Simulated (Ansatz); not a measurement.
Reactions of CH$_{4}$Mg (`[CH3][MgH]`).

Program: Ansatz. Geometries: PBE0-D4/def2-TZVP. ΔE: electronic, gas phase. CCSD(T)/CBS adds triple-zeta CCSD(T) − MP2 to the extrapolated MP2 energy (def2 sets, frozen cores). This one scheme is used for every species, atoms too. DFT in def2-TZVPP. B3LYP here is the variant with VWN-RPA as its local correlation; programs differ in this. Open shells (•) are unrestricted, without spin–orbit coupling. Spin–orbit coupling would lower the free atoms: a little for C. Elements past krypton have def2 core potentials. For Br, In, Mg outer-core shells are correlated without core-valence functions, so the limit isn't a true one: a few kJ/mol of doubt a bond, and 10 to 20 or more in all where bonds break to atoms. Scalar relativity is left out up to krypton. Each species was taken in one conformer, which may not be the lowest.

| reaction | CCSD(T)/CBS(def2) (kJ/mol) |
| --- | --- |
| `[CH3][MgH]` + `CNC` → `C[N](C)[MgH]` + CH₄ | -67 |
| `[CH3][MgH]` + `[SiH3]N[SiH3]` → `[MgH][N]([SiH3])[SiH3]` + CH₄ | -124 |
| `[CH3][MgH]` → C• + 4 H• + Mg (atom) | ? |
| `[CH3][MgH]` + H• → `[CH3][Mg]`• + H₂ | -144 |
| `[CH3][MgH]` → `[CH2]` (triplet) + `[MgH2]` | 468 |
| `[CH3][MgH]` + CH₃SH → `C[S][MgH]` + CH₄ | ? |
| `[CH3][MgH]` + HBr → `[MgH][Br]` + CH₄ | ? |
| `[CH3][MgH]` + `F[C](F)F`• → `[CH3][Mg]`• + `FC(F)F` | -162 |
| `[CH3][MgH]` + `[CH3][In]([NH2])[Cl]` → `C[NH][In]([CH3])[Cl]` + `[MgH2]` | 76 |
| `[CH3][MgH]` + `O[SiH3]` → `[MgH][O][SiH3]` + CH₄ | -184 |

(1) Fill in the missing values. (Best estimate.)

Largest T1 diagnostic: 0.014, for `F[C](F)F`•.

Results:

(1) The calculation gave: `[CH3][MgH]` → C• + 4 H• + Mg (atom): +1714.1 kJ/mol; `[CH3][MgH]` + CH₃SH → `C[S][MgH]` + CH₄: -134.5 kJ/mol; `[CH3][MgH]` + HBr → `[MgH][Br]` + CH₄: -233.3 kJ/mol.
